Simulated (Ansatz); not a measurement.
Runs of Ansatz 0.2.0 on GaSb. Symmetry: F-43m, No. 216, cubic system. Conventional cell: a = 6.118 Å, b = 6.118 Å, c = 6.118 Å, α = 90.00°, β = 90.00°, γ = 90.00°. Sb (site symmetry -43m) is surrounded by 4 Ga at 2.65 Å. Ga (site symmetry -43m) is surrounded by 4 Sb at 2.65 Å. 

```tsv
task	potentials or basis	spin	cell	k mesh	cutoff (eV)	gap on the mesh (eV)	pressure (GPa)
relaxation of cell and atoms	all-electron LAPW, scalar-relativistic	off	relaxed to 5 GPa	8 × 8 × 8	-	(a)	5.0
band structure	all-electron LAPW, inner shells corrected to Dirac's equation	off	as given	8 × 8 × 8	278	-	-0.1
band structure	all-electron LAPW, relativistic spinors	SOC, no magnetisation	as given	6 × 6 × 6	278	-	0.0
relaxation of cell and atoms	all-electron LAPW, scalar-relativistic	off	relaxed	8 × 8 × 8	-	-	0.0
band structure	all-electron LAPW, scalar-relativistic	off	as given	8 × 8 × 8	278	-	-0.1
band structure	all-electron LAPW, scalar-relativistic	off	as given	6 × 6 × 6	278	-	-0.1
relaxation of cell and atoms	all-electron LAPW, scalar-relativistic	off	relaxed to 10 GPa	8 × 8 × 8	-	0.60	10.0
relaxation of cell and atoms	all-electron LAPW, scalar-relativistic	off	relaxed to 30 GPa	8 × 8 × 8	-	-	30.0
```

Alike in all rows: level PBEsol; smearing fermi-dirac 0.05 eV; basis error allowed 0.001 eV/atom.

**Question.** Estimate the missing entries.

**Answer.** (a) 0.53.

Caveats: spin-orbit coupling is left out, which moves the levels of the heavy elements (some runs); the k mesh is thin for a metal, which can move the energy by tens of meV per atom (some runs).

A k mesh can miss the band edges, and rows without SOC leave out spin-orbit coupling on Ga, Sb.
